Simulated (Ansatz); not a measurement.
The system is NbAs.

```
Nb As
1.0
    -1.72585    1.72585    5.84000
     1.72585   -1.72585    5.84000
     1.72585    1.72585   -5.84000
Nb As
2 2
Direct
  0.50000 0.00000 0.50000
  0.75000 0.75000 0.00000
  0.91600 0.41600 0.50000
  0.16600 0.16600 0.00000
```

Base run:

| Quantity | Value |
| --- | --- |
| Program | Ansatz 0.2.0 |
| Functional | PBEsol |
| Potentials or basis | Ansatz PAW |
| Cutoff | 420 eV (not typed: the program's choice for these potentials) |
| k mesh | 11 × 11 × 11 |
| Occupations | fermi-dirac, width 0.05 eV |
| Spin | no spin polarisation |
| Hubbard terms | Nb d U = 6 eV |

Its results: band gap on the k mesh none (metal or under the smearing width); pressure 2.3 GPa; largest force 0.057 eV/Å.

The run is repeated on the same cell with these changes: hubbard terms from Nb d U = 6 eV to Nb d U = 3 eV. What comes out?

Band gap on the k mesh none (metal or under the smearing width); pressure -1.3 GPa; largest force 0.280 eV/Å.

Caveats: U without spin polarisation on a metal has little footing; the PAW data sets come from PBE, with cores solved anew for the run's functional, which leaves a small shift of forces and pressure; the U is typed as a test and isn't derived for this compound.
